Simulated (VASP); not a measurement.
A run of VASP 6.6.1 is set up as follows.

POSCAR

```
HgSe
1.0
    0.0000000000      3.0390000000      3.0390000000
    3.0390000000      0.0000000000      3.0390000000
    3.0390000000      3.0390000000      0.0000000000
Hg Se
1 1
Direct
    0.0000000000      0.0000000000      0.0000000000
    0.7500000000      0.7500000000      0.7500000000
```

INCAR.step1

```
SYSTEM = HgSe
  PREC = Accurate
  ENCUT = 520
  EDIFF = 1E-6
  ISMEAR = -1
  SIGMA = 0.05
  LREAL = .False.
  LASPH = .True.
  NELM = 60
  ALGO = Normal
  ISIF = 2
  LWAVE = .False.
  LCHARG = .True.
  GGA = PE
  NBANDS = 16
```

KPOINTS.step1

```
Automatic mesh
0
Gamma
  8 8 8
  0 0 0
```

The input INCAR.step2:

```
SYSTEM = HgSe
  PREC = Accurate
  ENCUT = 520
  EDIFF = 1E-6
  ISMEAR = 0
  SIGMA = 0.05
  LREAL = .False.
  LASPH = .True.
  NELM = 60
  ALGO = Normal
  ISIF = 2
  LWAVE = .False.
  LCHARG = .False.
  GGA = PE
  NBANDS = 16
  ICHARG = 11
```

File KPOINTS.step2:

```
path GXWKGLUWLK,UX
20
line-mode
reciprocal
 0.0000000000  0.0000000000  0.0000000000  G
 0.5000000000  0.0000000000  0.5000000000  X

 0.5000000000  0.0000000000  0.5000000000  X
 0.5000000000  0.2500000000  0.7500000000  W

 0.5000000000  0.2500000000  0.7500000000  W
 0.3750000000  0.3750000000  0.7500000000  K

 0.3750000000  0.3750000000  0.7500000000  K
 0.0000000000  0.0000000000  0.0000000000  G

 0.0000000000  0.0000000000  0.0000000000  G
 0.5000000000  0.5000000000  0.5000000000  L

 0.5000000000  0.5000000000  0.5000000000  L
 0.6250000000  0.2500000000  0.6250000000  U

 0.6250000000  0.2500000000  0.6250000000  U
 0.5000000000  0.2500000000  0.7500000000  W

 0.5000000000  0.2500000000  0.7500000000  W
 0.5000000000  0.5000000000  0.5000000000  L

 0.5000000000  0.5000000000  0.5000000000  L
 0.3750000000  0.3750000000  0.7500000000  K

 0.6250000000  0.2500000000  0.6250000000  U
 0.5000000000  0.0000000000  0.5000000000  X
```

Potentials or basis: VASP PAW PBE potentials, release 64 (Hg, Se).

The run is started by

```console
$ cat potpaw_PBE.64/Hg/POTCAR potpaw_PBE.64/Se/POTCAR > POTCAR
$ cp INCAR.step1 INCAR
$ cp KPOINTS.step1 KPOINTS
$ mpirun -np 1 vasp_std > vasp.out
$ cp INCAR.step2 INCAR
$ cp KPOINTS.step2 KPOINTS
$ mpirun -np 1 vasp_std > vasp.out
```

Q: What does it give for the band gap along the path?

A: None (metal or under the smearing width).

Levels at the corners of the path, in eV from the Fermi level:
```tsv
point	band 6	band 7	band 8	band 9	band 10	band 11	band 12	band 13
Γ	-6.49	-0.99	-0.06	-0.06	-0.06	5.43	5.43	5.43
X	-6.12	-5.16	-2.37	-2.37	2.73	2.94	8.44	9.80
X	-6.12	-5.16	-2.37	-2.37	2.73	2.94	8.44	9.80
W	-5.87	-5.37	-2.81	-2.49	3.58	5.08	6.05	7.42
W	-5.87	-5.37	-2.81	-2.49	3.58	5.08	6.05	7.42
K	-5.96	-5.32	-2.96	-1.95	2.88	4.44	7.92	8.19
K	-5.96	-5.32	-2.96	-1.95	2.88	4.44	7.92	8.19
Γ	-6.49	-0.99	-0.06	-0.06	-0.06	5.43	5.43	5.43
Γ	-6.49	-0.99	-0.06	-0.06	-0.06	5.43	5.43	5.43
L	-6.17	-5.59	-1.03	-1.03	1.06	6.20	6.20	6.97
L	-6.17	-5.59	-1.03	-1.03	1.06	6.20	6.20	6.97
U	-5.96	-5.32	-2.96	-1.95	2.88	4.44	7.92	8.19
U	-5.96	-5.32	-2.96	-1.95	2.88	4.44	7.92	8.19
W	-5.87	-5.37	-2.81	-2.49	3.58	5.08	6.05	7.42
W	-5.87	-5.37	-2.81	-2.49	3.58	5.08	6.05	7.42
L	-6.17	-5.59	-1.03	-1.03	1.06	6.20	6.20	6.97
L	-6.17	-5.59	-1.03	-1.03	1.06	6.20	6.20	6.97
K	-5.96	-5.32	-2.96	-1.95	2.88	4.44	7.92	8.19
U	-5.96	-5.32	-2.96	-1.95	2.88	4.44	7.92	8.19
X	-6.12	-5.16	-2.37	-2.37	2.73	2.94	8.44	9.80
```

Caveat: the log is that of the step along the path at fixed density, whose energy, stress, charges and moments have no meaning; spin-orbit coupling is left out, which moves the levels of the heavy elements.
